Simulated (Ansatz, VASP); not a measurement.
**WS2 (Tungstenite): VASP beside Ansatz**

Contents of INCAR:

```
SYSTEM = WS2
PREC = Accurate ; ENCUT = 520
EDIFF = 1E-7 ; ISMEAR = -1
SIGMA = 0.05 ; LREAL = .False.
LASPH = .True. ; NELM = 60
ALGO = Normal ; ISIF = 2
LWAVE = .False. ; LCHARG = .True.
GGA = PE ; LELF = .True.
LVHAR = .True. ; NBANDS = 35
```

KPOINTS

```
regular mesh
0
Gamma
  10 10 3
  0 0 0
```

File POSCAR:

```
WS2
1.0
    3.2423687753      0.0000000000      0.0000000000
   -1.6211843877      2.8079737278      0.0000000000
    0.0000000000      0.0000000000     12.7451602803
W S
2 4
Direct
    0.6666666667      0.3333333333      0.7500000000
    0.3333333333      0.6666666667      0.2500000000
    0.6666666667      0.3333333333      0.3750000000
    0.3333333333      0.6666666667      0.8750000000
    0.6666666667      0.3333333333      0.1250000000
    0.3333333333      0.6666666667      0.6250000000
```

input.yaml

```yaml
crystal:
  lattice:
    - [3.2423687753, 0.0, 0.0]
    - [-1.6211843877, 2.8079737278, 0.0]
    - [0.0, 0.0, 12.7451602803]
  atoms:
    - { symbol: W, position: [0.6666666667, 0.3333333333, 0.75] }
    - { symbol: W, position: [0.3333333333, 0.6666666667, 0.25] }
    - { symbol: S, position: [0.6666666667, 0.3333333333, 0.375] }
    - { symbol: S, position: [0.3333333333, 0.6666666667, 0.875] }
    - { symbol: S, position: [0.6666666667, 0.3333333333, 0.125] }
    - { symbol: S, position: [0.3333333333, 0.6666666667, 0.625] }
hamiltonian:
  xc: pbe
  pseudopotentials: { kind: paw, core: small }
kpoints:
  mp_grid: { grid: [10, 10, 3] }
scf:
  occupations: { method: fermi_dirac, width: 0.05 }
output:
  forces: true
  stress: true
  eigenvalues: true
```

Alike in both runs: task single point; functional PBE; k mesh 10 × 10 × 3; occupations fermi-dirac, width 0.05 eV; no spin polarisation.

```csv
,VASP,Ansatz
version,VASP 6.6.1,Ansatz 0.2.0
potentials or method,"VASP PAW PBE potentials, release 64 (W_sv, S)",Ansatz PAW
plane-wave cutoff (eV),520,420
valence electrons in the cell,52,52
```

Ansatz gave:

* gap on the k mesh at the Fermi level (eV): 1.16
* least direct gap on the mesh (eV): 1.93
* pressure (GPa): -6.1
* largest component of the traceless stress (GPa): 0.64
* rms of the force components (eV/Å): 0.383

Task: Estimate VASP's values.

Result: gap on the k mesh at the Fermi level (eV): 1.18; least direct gap on the mesh (eV): 1.93; pressure (GPa): -6.2; largest component of the traceless stress (GPa): 0.64; rms of the force components (eV/Å): 0.382.

Atom by atom the forces differ by 0.001 eV/Å (rms over components). The functional is the same, so the differences come from potentials, cutoffs and numerics.

Caveats: spin-orbit coupling is left out, which moves the levels of the heavy elements; this functional lacks dispersion, which binds the layers, so the pressure and a relaxed spacing across them are unreliable; an odd mesh through Γ misses points on the zone boundary, where band edges often lie (VASP); odd divisions of the mesh miss points on the zone boundary, where band edges often lie, so the gap on the mesh can be too wide (Ansatz). Expect the measured gap to be larger: semilocal functionals such as PBE lack the derivative discontinuity.
